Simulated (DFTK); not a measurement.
# InP (F-43m) in DFTK: settings compared

One crystal, InP, is run at these levels: PBEsol, r2SCAN, BJ06; tasks: band structure.

All numbers are computed with DFTK 0.8.2; they aren't measurements. Logs are shortened: lines on timing, memory, paths and dates and some standing lists are left out, and cuts for length are marked.

**Experimental background.**

From a printed reference work, data compilation, for a bulk crystal of InP at 1.6 K: band gap 1.4236 eV (direct).

The results are compared with them further down.

**1. The structure**

Symmetry: F-43m, No. 216, cubic system. Conventional cell: a = 5.861 Å, b = 5.861 Å, c = 5.861 Å, α = 90.00°, β = 90.00°, γ = 90.00°. Around In (site symmetry -43m) lie 4 P at 2.54 Å. P (site symmetry -43m) has 4 In at 2.54 Å as nearest neighbours.

**2. Band structure, PBEsol**

Input file run.jl:

```julia
using DFTK
using PseudoPotentialData
using Unitful, UnitfulAtomic
using LinearAlgebra, Printf
include("save.jl")
disable_threading()

# lattice vectors are the columns
lattice = austrip(1u"Å") * [           0.0         2.9305         2.9305;
                   2.9305            0.0         2.9305;
                   2.9305         2.9305            0.0]
symbols   = [:In, :P]
positions = [[0.0, 0.0, 0.0],
             [0.75, 0.75, 0.75]]
pseudopotentials = Dict(:In => "In.upf", :P => "P.upf")
elements = Dict(s => ElementPsp(s, pseudopotentials; rcut=10.0) for s in unique(symbols))
atoms    = [elements[s] for s in symbols]

build_model(lattice, positions; symmetries=true) =
    model_DFT(lattice, atoms, positions;
              functionals=PBEsol(),
              temperature=austrip(0.05u"eV"),
              smearing=Smearing.FermiDirac(),
              symmetries)
Ecut  = 45.0  # hartree
kgrid = [7, 7, 7]
tol   = 1e-6
to_GPa = ustrip(uconvert(u"GPa", 1u"hartree/bohr^3"))

model = build_model(lattice, positions)
basis = PlaneWaveBasis(model; Ecut, kgrid)
display(basis)
scfres = self_consistent_field(basis;
                               tol,
                               nbandsalg=AdaptiveBands(model; n_bands_converge=14))
display(scfres.energies)
@printf "Fermi level: %.6f eV\n" ustrip(auconvert(u"eV", something(scfres.εF, NaN)))
forces = compute_forces_cart(scfres)
println("Forces (eV/Å)")
for (s, f) in zip(symbols, forces)
    @printf "%-3s %12.6f %12.6f %12.6f\n" s ustrip.(auconvert.(u"eV/Å", f))...
end
stress = compute_stresses_cart(scfres)
println("Stress (GPa)")
display(round.(stress * to_GPa; digits=4))
println("Levels at the first k-point (eV): ", round.(ustrip.(auconvert.(u"eV", scfres.eigenvalues[1][1:scfres.n_bands_converge])); digits=4))
save_scf!(scfres; forces, stress)

points = Dict("G" => [0.0, 0.0, 0.0], "K" => [0.375, 0.375, 0.75], "L" => [0.5, 0.5, 0.5], "U" => [0.625, 0.25, 0.625], "W" => [0.5, 0.25, 0.75], "X" => [0.5, 0.0, 0.5])
segments = [("G", "X", 7), ("X", "W", 4), ("W", "K", 3), ("K", "G", 7), ("G", "L", 6), ("L", "U", 4), ("U", "W", 3), ("W", "L", 5), ("L", "K", 4), ("U", "X", 3)]
kcoords = vcat([[points[a] + t * (points[b] - points[a]) for t in range(0, 1, n)] for (a, b, n) in segments]...)
bands = compute_bands(scfres, ExplicitKpoints(kcoords); n_bands=16, tol=1e-5)
for (k, ε) in zip(bands.basis.kpoints, bands.eigenvalues)
    @printf "%d %8.4f %8.4f %8.4f " k.spin k.coordinate...
    println(join([@sprintf("%9.4f", e) for e in ustrip.(auconvert.(u"eV", ε .- scfres.εF))]))
end
results["band_energies"] = rows(bands.eigenvalues); results["band_kpoints"] = rows(kcoords)
```

Potentials or basis: SG15 1.2 (PBE).

Command:

```bash
$ julia --threads=1 run.jl  # save.jl only writes the numbers to a file and isn't shown; printed stress counts tension as positive; times include loading and compiling
```

Log:

```text
PlaneWaveBasis discretization:

    Ecut                 : 45.0 Ha
    fft_size             : (50, 50, 50), 125000 total points
    kgrid                : MonkhorstPack([7, 7, 7])
    num.   red. kpoints  : 343
    num. irred. kpoints  : 30

    Discretized Model(gga_x_pbe_sol+gga_c_pbe_sol, 3D):
        lattice (in Bohr)    : [0         , 5.53784   , 5.53784   ]
                               [5.53784   , 0         , 5.53784   ]
                               [5.53784   , 5.53784   , 0         ]
        unit cell volume     : 339.67 Bohr³

        atoms                : InP
        atom potentials      : ElementPsp(:In, "In.upf")
                               ElementPsp(:P, "P.upf")

        num. electrons       : 18
        spin polarization    : none
        temperature          : 0.0018375 Ha
        smearing             : DFTK.Smearing.FermiDirac()

        terms                : Kinetic()
                               AtomicLocal()
                               AtomicNonlocal()
                               Ewald(nothing)
                               PspCorrection()
                               Hartree()
                               Xc(gga_x_pbe_sol, gga_c_pbe_sol)
                               Entropy()
n     Energy            log10(ΔE)   log10(Δρ)   Diag   Δtime
---   ---------------   ---------   ---------   ----   ------
  1   -58.77051045998                   -0.93    4.8    29.9s
  2   -58.79366355054       -1.64       -1.54    1.5    13.1s
  3   -58.79472517977       -2.97       -1.96    2.8    17.2s
  4   -58.79476544639       -4.40       -2.44    1.7    14.4s
  5   -58.79477382839       -5.08       -3.10    1.8    14.2s
  6   -58.79477428498       -6.34       -3.40    2.4    14.5s
  7   -58.79477438557       -7.00       -4.39    1.5    11.2s
  8   -58.79477438908       -8.45       -4.53    3.2    17.6s
  9   -58.79477438967       -9.23       -5.90    1.0    10.2s
 10   -58.79477438969      -10.71       -5.80    4.0    21.1s
 11   -58.79477438969      -11.73       -6.03    1.0    11.5s
Energy breakdown (in Ha):
    Kinetic             35.2205793
    AtomicLocal         -46.8111805
    AtomicNonlocal      -10.2991152
    Ewald               -44.8602021
    PspCorrection       1.4770052
    Hartree             15.0419507
    Xc                  -8.5638111
    Entropy             -0.0000005

    total               -58.794774389691
Fermi level: 5.678119 eV
Forces (eV/Å)
In      0.000000     0.000000    -0.000000
P      -0.000000     0.000000     0.000000
Stress (GPa)
3×3 StaticArraysCore.SMatrix{3, 3, Float64, 9} with indices SOneTo(3)×SOneTo(3):
 -1.0644   0.0      0.0
 -0.0     -1.0644  -0.0
 -0.0      0.0     -1.0644
Levels at the first k-point (eV): [-8.7512, -8.7512, -8.7512, -8.5906, -8.5906, -6.2232, 5.334, 5.334, 5.334, 5.9648, 9.3251, 9.3251, 9.3251, 13.6866]
1   0.0000   0.0000   0.0000  -14.4293 -14.4293 -14.4293 -14.2687 -14.2687 -11.9013  -0.3441  -0.3441  -0.3441   0.2867   3.6470   3.6470   3.6470   8.0085   9.0292   9.0292
1   0.0833   0.0000   0.0833  -14.4456 -14.4224 -14.4224 -14.2715 -14.2663 -11.7930  -1.3166  -0.6064  -0.6064   1.2416   3.3097   4.0046   4.0046   8.0100   8.6062   9.0959
1   0.1667   0.0000   0.1667  -14.4868 -14.4033 -14.4033 -14.2801 -14.2597 -11.4788  -2.5275  -1.1808  -1.1808   2.2724   2.6481   4.8679   4.8679   6.7876   9.2911   9.9782
1   0.2500   0.0000   0.2500  -14.5369 -14.3766 -14.3766 -14.2934 -14.2506 -10.9883  -3.7204  -1.7868  -1.7868   2.0110   2.7160   5.9689   5.9689   6.4615   9.5963  11.6000
1   0.3333   0.0000   0.3333  -14.5818 -14.3492 -14.3492 -14.3077 -14.2416 -10.3764  -4.8448  -2.2822  -2.2822   1.5674   2.4091   7.1832   7.1832   7.2052   9.9656  12.8701
1   0.4167   0.0000   0.4167  -14.6123 -14.3288 -14.3288 -14.3188 -14.2350  -9.7692  -5.7689  -2.6005  -2.6005   1.3314   1.9867   8.2487   8.4177   8.4177  10.3005  12.2897
[... 12 lines left out ...]
1   0.1250   0.1250   0.2500  -14.4798 -14.4127 -14.4057 -14.2732 -14.2638 -11.4298  -2.9311  -1.4551  -0.5859   1.9294   3.7089   4.0746   4.7450   7.5084   8.4585   9.8105
1   0.0625   0.0625   0.1250  -14.4442 -14.4250 -14.4219 -14.2702 -14.2674 -11.7797  -1.5100  -0.6584  -0.3998   1.1781   3.5847   3.7572   4.0473   8.2775   8.5948   8.7358
1   0.0000   0.0000   0.0000  -14.4293 -14.4293 -14.4293 -14.2687 -14.2687 -11.9013  -0.3441  -0.3441  -0.3441   0.2867   3.6470   3.6470   3.6470   8.0085   9.0292   9.0292
1   0.0000   0.0000   0.0000  -14.4293 -14.4293 -14.4293 -14.2687 -14.2687 -11.9013  -0.3441  -0.3441  -0.3441   0.2867   3.6470   3.6470   3.6470   8.0085   9.0292   9.0292
1   0.1000   0.1000   0.1000  -14.4427 -14.4242 -14.4242 -14.2688 -14.2688 -11.7845  -1.5362  -0.4721  -0.4721   1.0944   3.7144   3.8380   3.8380   8.5246   8.5246   8.5870
1   0.2000   0.2000   0.2000  -14.4761 -14.4119 -14.4119 -14.2677 -14.2677 -11.4490  -3.0849  -0.7606  -0.7606   1.4088   4.2178   4.2178   4.3537   8.1001   8.1001   8.8427
1   0.3000   0.3000   0.3000  -14.5149 -14.3991 -14.3991 -14.2638 -14.2638 -10.9462  -4.5442  -1.0561  -1.0561   1.2752   4.4233   4.4233   5.4713   8.3996   8.3996   8.4100
1   0.4000   0.4000   0.4000  -14.5447 -14.3912 -14.3912 -14.2581 -14.2581 -10.4073  -5.6874  -1.2625  -1.2625   1.1164   4.4038   4.4038   6.3774   8.5199   9.3844   9.3844
1   0.5000   0.5000   0.5000  -14.5557 -14.3888 -14.3888 -14.2553 -14.2553 -10.1405  -6.1603  -1.3356  -1.3356   1.0562   4.3671   4.3671   6.6155   8.9878  10.2565  10.2565
1   0.5000   0.5000   0.5000  -14.5557 -14.3888 -14.3888 -14.2553 -14.2553 -10.1405  -6.1603  -1.3356  -1.3356   1.0562   4.3671   4.3671   6.6155   8.9878  10.2565  10.2565
1   0.5417   0.4167   0.5417  -14.5602 -14.3845 -14.3782 -14.2632 -14.2555 -10.0249  -6.0774  -2.2520  -1.5452   1.9018   3.9999   4.8346   6.7662   8.9383   9.8592  10.1587
1   0.5833   0.3333   0.5833  -14.5757 -14.3706 -14.3544 -14.2810 -14.2543  -9.7304  -5.9442  -3.4266  -1.9728   2.2099   4.4125   5.9770   6.2760   8.2772   9.3549  11.4926
1   0.6250   0.2500   0.6250  -14.5947 -14.3537 -14.3363 -14.2974 -14.2479  -9.4838  -6.0252  -3.7251  -2.3222   1.8888   3.9783   7.0847   7.1119   7.8032   9.4660  12.4745
1   0.6250   0.2500   0.6250  -14.5947 -14.3537 -14.3363 -14.2974 -14.2479  -9.4838  -6.0252  -3.7251  -2.3222   1.8888   3.9783   7.0847   7.1119   7.8032   9.4660  12.4745
1   0.5625   0.2500   0.6875  -14.5918 -14.3615 -14.3322 -14.2944 -14.2504  -9.4432  -6.0170  -3.6264  -2.7655   2.6810   4.0147   5.9577   6.4572   8.9101  10.2181  11.9497
1   0.5000   0.2500   0.7500  -14.5889 -14.3673 -14.3296 -14.2912 -14.2534  -9.3905  -6.0177  -3.3631  -3.3280   3.8467   4.0121   5.1181   5.7124   9.7554  10.8868  11.5953
1   0.5000   0.2500   0.7500  -14.5889 -14.3673 -14.3296 -14.2912 -14.2534  -9.3905  -6.0177  -3.3631  -3.3280   3.8467   4.0121   5.1181   5.7124   9.7554  10.8868  11.5953
1   0.5000   0.3125   0.6875  -14.5829 -14.3710 -14.3368 -14.2874 -14.2546  -9.5315  -5.9468  -3.5884  -2.7095   3.4352   3.9485   5.1204   6.5735   8.3539  10.8119  11.2118
1   0.5000   0.3750   0.6250  -14.5697 -14.3790 -14.3583 -14.2751 -14.2557  -9.8174  -5.9650  -3.0988  -2.0147   2.7614   3.7148   5.4734   6.7789   7.9909  10.2586  10.9190
1   0.5000   0.4375   0.5625  -14.5590 -14.3860 -14.3804 -14.2613 -14.2555 -10.0531  -6.0965  -2.0658  -1.5110   1.7717   4.0179   4.7377   6.7929   8.9220   9.8132  10.4119
1   0.5000   0.5000   0.5000  -14.5557 -14.3888 -14.3888 -14.2553 -14.2553 -10.1405  -6.1603  -1.3356  -1.3356   1.0562   4.3671   4.3671   6.6155   8.9878  10.2565  10.2565
1   0.5000   0.5000   0.5000  -14.5557 -14.3888 -14.3888 -14.2553 -14.2553 -10.1405  -6.1603  -1.3356  -1.3356   1.0562   4.3671   4.3671   6.6155   8.9878  10.2565  10.2565
1   0.4583   0.4583   0.5833  -14.5602 -14.3845 -14.3782 -14.2632 -14.2555 -10.0249  -6.0774  -2.2520  -1.5452   1.9018   3.9999   4.8346   6.7662   8.9383   9.8592  10.1587
1   0.4167   0.4167   0.6667  -14.5757 -14.3706 -14.3544 -14.2810 -14.2543  -9.7304  -5.9442  -3.4266  -1.9728   2.2099   4.4125   5.9770   6.2760   8.2772   9.3549  11.4926
1   0.3750   0.3750   0.7500  -14.5947 -14.3537 -14.3363 -14.2974 -14.2479  -9.4838  -6.0252  -3.7251  -2.3222   1.8888   3.9783   7.0847   7.1119   7.8032   9.4660  12.4745
1   0.6250   0.2500   0.6250  -14.5947 -14.3537 -14.3363 -14.2974 -14.2479  -9.4838  -6.0252  -3.7251  -2.3222   1.8888   3.9783   7.0847   7.1119   7.8032   9.4660  12.4745
1   0.5625   0.1250   0.5625  -14.6146 -14.3336 -14.3251 -14.3135 -14.2369  -9.4561  -6.1317  -3.1526  -2.6095   1.5557   2.4287   7.9668   8.3120   8.9672  10.3666  11.5746
1   0.5000   0.0000   0.5000  -14.6230 -14.3229 -14.3212 -14.3212 -14.2325  -9.4744  -6.1715  -2.7099  -2.7099   1.2682   1.8094   8.7804   9.1787   9.1787  10.4439  11.3995
```

It took 8.8 min on 1 thread of AMD EPYC (Zen 3), shared host; peak memory 1.9 GiB.

What came out:

```
Free energy             : -1599.8873 eV
Pressure                : 1.1 GPa
Band gap on the k mesh  : 0.63 eV, direct
Band gap along the path : 0.63 eV, direct
```

Levels at the corners of the path, in eV from the valence-band top:
```tsv
point	band 5	band 6	band 7	band 8	band 9	band 10	band 11	band 12	band 13	band 14
Γ	-13.92	-11.56	0.00	0.00	0.00	0.63	3.99	3.99	3.99	8.35
X	-13.89	-9.13	-5.83	-2.37	-2.37	1.61	2.15	9.12	9.52	9.52
W	-13.91	-9.05	-5.67	-3.02	-2.98	4.19	4.36	5.46	6.06	10.10
K	-13.90	-9.14	-5.68	-3.38	-1.98	2.23	4.32	7.43	7.46	8.15
Γ	-13.92	-11.56	0.00	0.00	0.00	0.63	3.99	3.99	3.99	8.35
L	-13.91	-9.80	-5.82	-0.99	-0.99	1.40	4.71	4.71	6.96	9.33
U	-13.90	-9.14	-5.68	-3.38	-1.98	2.23	4.32	7.43	7.46	8.15
W	-13.91	-9.05	-5.67	-3.02	-2.98	4.19	4.36	5.46	6.06	10.10
L	-13.91	-9.80	-5.82	-0.99	-0.99	1.40	4.71	4.71	6.96	9.33
K	-13.90	-9.14	-5.68	-3.38	-1.98	2.23	4.32	7.43	7.46	8.15
U	-13.90	-9.14	-5.68	-3.38	-1.98	2.23	4.32	7.43	7.46	8.15
X	-13.89	-9.13	-5.83	-2.37	-2.37	1.61	2.15	9.12	9.52	9.52
```

Caveat: the potentials were made for another functional, which shifts forces and pressure; spin-orbit coupling is left out, which moves the levels of the heavy elements.

**3. Band structure, r2SCAN**

run.jl, as its differences from that of step 2:

```diff
@@ -20,3 +20,3 @@
     model_DFT(lattice, atoms, positions;
-              functionals=PBEsol(),
+              functionals=r2SCAN(),
               temperature=austrip(0.05u"eV"),
```

Potentials or basis: SG15 1.2 (PBE).

Command:

```bash
$ julia --threads=1 run.jl  # save.jl only writes the numbers to a file and isn't shown; printed stress counts tension as positive; times include loading and compiling
```

It took 19 min on 1 thread of AMD EPYC (Zen 3), shared host; peak memory 1.9 GiB.

It converged, with:

- Free energy: -1592.2573 eV
- Pressure: 0.2 GPa
- Band gap on the k mesh: 0.76 eV, direct
- Band gap along the path: 0.76 eV, direct

Levels at the corners of the path, in eV from the valence-band top:
```csv
point,band 6,band 7,band 8,band 9,band 10,band 11,band 12,band 13
Γ,-12.17,0.00,0.00,0.00,0.76,4.29,4.29,4.29
X,-9.60,-6.13,-2.47,-2.47,2.03,2.41,9.78,10.10
W,-9.51,-5.99,-3.09,-3.06,4.55,4.66,5.93,6.61
K,-9.61,-5.98,-3.46,-2.07,2.57,4.66,7.97,8.00
Γ,-12.17,0.00,0.00,0.00,0.76,4.29,4.29,4.29
L,-10.30,-6.06,-1.05,-1.05,1.57,5.13,5.13,7.60
U,-9.61,-5.98,-3.46,-2.07,2.57,4.66,7.97,8.00
W,-9.51,-5.99,-3.09,-3.06,4.55,4.66,5.93,6.61
L,-10.30,-6.06,-1.05,-1.05,1.57,5.13,5.13,7.60
K,-9.61,-5.98,-3.46,-2.07,2.57,4.66,7.97,8.00
U,-9.61,-5.98,-3.46,-2.07,2.57,4.66,7.97,8.00
X,-9.60,-6.13,-2.47,-2.47,2.03,2.41,9.78,10.10
```

Caveat: the potentials were made for another functional, which shifts forces and pressure; spin-orbit coupling is left out, which moves the levels of the heavy elements.

**4. Band structure, BJ06**

run.jl, as its differences from that of step 3:

```diff
@@ -20,3 +20,3 @@
     model_DFT(lattice, atoms, positions;
-              functionals=r2SCAN(),
+              functionals=[:mgga_x_tb09, :lda_c_pw],
               temperature=austrip(0.05u"eV"),
@@ -37,12 +37,4 @@
 @printf "Fermi level: %.6f eV\n" ustrip(auconvert(u"eV", something(scfres.εF, NaN)))
-forces = compute_forces_cart(scfres)
-println("Forces (eV/Å)")
-for (s, f) in zip(symbols, forces)
-    @printf "%-3s %12.6f %12.6f %12.6f\n" s ustrip.(auconvert.(u"eV/Å", f))...
-end
-stress = compute_stresses_cart(scfres)
-println("Stress (GPa)")
-display(round.(stress * to_GPa; digits=4))
 println("Levels at the first k-point (eV): ", round.(ustrip.(auconvert.(u"eV", scfres.eigenvalues[1][1:scfres.n_bands_converge])); digits=4))
-save_scf!(scfres; forces, stress)
+save_scf!(scfres)
```

Command:

```bash
$ julia --threads=1 run.jl  # save.jl only writes the numbers to a file and isn't shown; printed stress counts tension as positive; times include loading and compiling
```

Run time: 9.7 min. Hardware: 1 thread of AMD EPYC (Zen 3), shared host; peak memory 2 GiB.

The run converged. Its results:

* Band gap on the k mesh: 0.80 eV, direct
* Band gap along the path: 0.80 eV, direct

Levels at the corners of the path, in eV from the valence-band top:
```csv
point,band 6,band 7,band 8,band 9,band 10,band 11,band 12,band 13
Γ,-11.67,0.00,0.00,0.00,0.80,3.80,3.80,3.80
X,-8.86,-6.00,-2.54,-2.54,1.88,2.36,9.32,9.51
W,-8.72,-5.89,-3.13,-3.07,4.39,4.46,5.48,6.18
K,-8.84,-5.88,-3.47,-2.13,2.44,4.45,7.42,7.54
Γ,-11.67,0.00,0.00,0.00,0.80,3.80,3.80,3.80
L,-9.53,-5.97,-1.11,-1.11,1.52,4.72,4.72,7.33
U,-8.84,-5.88,-3.47,-2.13,2.44,4.45,7.42,7.54
W,-8.72,-5.89,-3.13,-3.07,4.39,4.46,5.48,6.18
L,-9.53,-5.97,-1.11,-1.11,1.52,4.72,4.72,7.33
K,-8.84,-5.88,-3.47,-2.13,2.44,4.45,7.42,7.54
U,-8.84,-5.88,-3.47,-2.13,2.44,4.45,7.42,7.54
X,-8.86,-6.00,-2.54,-2.54,1.88,2.36,9.32,9.51
```

Caveat: the program leaves the constant c of mgga_x_tb09 at 1, so the potential is Becke-Johnson's (BJ06) and not Tran and Blaha's, with levels but no total energy; the program warned that the kinetic-energy density falls under its von Weizsäcker bound, which can give unphysical results; the potentials were made for another functional, which shifts forces and pressure; spin-orbit coupling is left out, which moves the levels of the heavy elements.

**5. The runs side by side**

```tsv
level	gap on the mesh (eV)	pressure (GPa)
PBEsol	0.63	1.1
r2SCAN	0.76	0.2
BJ06	0.80	-
```

Alike in all rows: task band structure; potentials or basis SG15 1.2 (PBE); no spin polarisation; cell as given; k mesh 7 × 7 × 7; cutoff (eV) 1225; smearing fermi-dirac 0.05 eV.

On the cell as given the gap runs from 0.63 eV (PBEsol) to 0.80 eV (BJ06).

Caveats: the potentials were made for another functional, which shifts forces and pressure; spin-orbit coupling is left out, which moves the levels of the heavy elements; the program leaves the constant c of mgga_x_tb09 at 1, so the potential is Becke-Johnson's (BJ06) and not Tran and Blaha's, with levels but no total energy (some runs); the program warned that the kinetic-energy density falls under its von Weizsäcker bound, which can give unphysical results (some runs).

Absolute energies hang on the potentials; compare differences alone.

**6. Comparison with measurements**

Step 2. A measured gap of InP is 1.4236 eV (direct; 1.6 K; a printed reference work, data compilation); the calculated 0.63 eV misses it by -0.79 eV. Spin-orbit coupling on In is left out. The value is that of PBEsol, without temperature or zero-point motion. Semilocal functionals fall short of measured gaps as a rule.

Step 3. A measured gap of InP is 1.4236 eV (direct; 1.6 K; a printed reference work, data compilation); the calculated 0.76 eV misses it by -0.66 eV. Spin-orbit coupling on In is left out. The value is that of r2SCAN, without temperature or zero-point motion.

Step 4. Against the measured gap of InP, 1.4236 eV (direct; 1.6 K; a printed reference work, data compilation), the calculated 0.80 eV is off by -0.62 eV. Spin-orbit coupling on In is left out. The value is that of BJ06, without temperature or zero-point motion.
